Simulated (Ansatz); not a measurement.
# AlN: the cost of one run

Computed with Ansatz 0.2.0 (DFT PBE, scalar-relativistic, plane waves, PAW, unless a step's input says otherwise).

1 further run of the same task is left out (set aside as unsound or not needed).

## (1) Starting point

The structure is monoclinic, space group Pm (No. 6). Conventional cell: a = 3.886 Å, b = 2.977 Å, c = 4.177 Å, α = 90.00°, β = 101.67°, γ = 90.00°. Al (site symmetry m) has 3 N at 1.93 to 2.23 Å as nearest neighbours. Around Al (site symmetry m) lie 4 N at 1.94 to 2.00 Å. Around N (site symmetry m) lie 1 N at 1.49 Å and 3 Al at 1.95 to 2.00 Å. N (site symmetry m) is surrounded by 1 N at 1.49 Å and 3 Al at 1.93 to 1.94 Å.

Structure file:

```cif
data_structure
_symmetry_space_group_name_H-M 'P 1'
_symmetry_Int_Tables_number 1
_cell_length_a 3.8862
_cell_length_b 2.9773
_cell_length_c 4.1767
_cell_angle_alpha 90.000
_cell_angle_beta 101.668
_cell_angle_gamma 90.000
_cell_volume 47.33
loop_
_atom_site_label
_atom_site_type_symbol
_atom_site_fract_x
_atom_site_fract_y
_atom_site_fract_z
_atom_site_occupancy
Al1 Al 0.05943 0.00000 0.15735 1
Al2 Al 0.72463 0.50000 0.58467 1
N1 N 0.07071 0.00000 0.69377 1
N2 N 0.40131 0.00000 0.56422 1
```

The cell was relaxed beforehand at this level, from a generated guess; it is a trial structure. At a tolerance of 0.05 Å it has space group Pm (No. 6); it has 11.83 Å³/atom, an uncorrected energy of -0.09 eV/atom over the elements.

## (2) Static run: bands, density of states and charges

Contents of input.yaml:

```yaml
crystal:
  lattice:
    - [3.8861629789, 0.0, -0.0133922529]
    - [0.0, 2.9773073954, 0.0]
    - [-0.8306358342, 0.0, 4.0933018325]
  atoms:
    - { symbol: Al, position: [0.0594295753, 0.0, 0.1573498031] }
    - { symbol: Al, position: [0.7246309001, 0.5, 0.5846658384] }
    - { symbol: "N", position: [0.0707097392, 0.0, 0.6937668033] }
    - { symbol: "N", position: [0.4013098054, 0.0, 0.5642175551] }
basis:
  ecutwfc: 420
kpoints:
  mp_grid: { grid: [12, 16, 12] }
  band_path:
    path:
      - [0.0, 0.0, 0.0]
      - [0.0, 0.5, 0.0]
      - [0.0, 0.5, 0.5]
      - [0.0, 0.0, 0.5]
      - [0.0, 0.0, 0.0]
      - [-0.5, 0.0, 0.5]
      - [-0.5, 0.5, 0.5]
      - [0.0, 0.5, 0.0]
      - [-0.5, 0.5, 0.0]
      - [-0.5, 0.0, 0.0]
      - [0.0, 0.0, 0.0]
    npoints: 14
hamiltonian:
  xc: pbe
scf:
  occupations: { method: gaussian, width: 0.1 }
  n_extra_bands: 10
output:
  forces: true
  stress: true
  eigenvalues: true
  populations: true
  dos: { projected: true, de: 0.02, nscf_kmesh: { grid: [15, 20, 15] } }
  bader: true
  write_density: true
  write_potential: true
  elf: true
  volumetric_format: npy
```

On the command line:

```bash
$ ansatz run input.yaml --threads 1 --pin off --max-ram 2560MiB --backend cpu --events-out ev --progress --plain --runs-dir out
```

What time and memory should one allow on 1 thread of Arm Neoverse V1, shared host?

About 3.5 min, with a peak of 0.88 GiB.
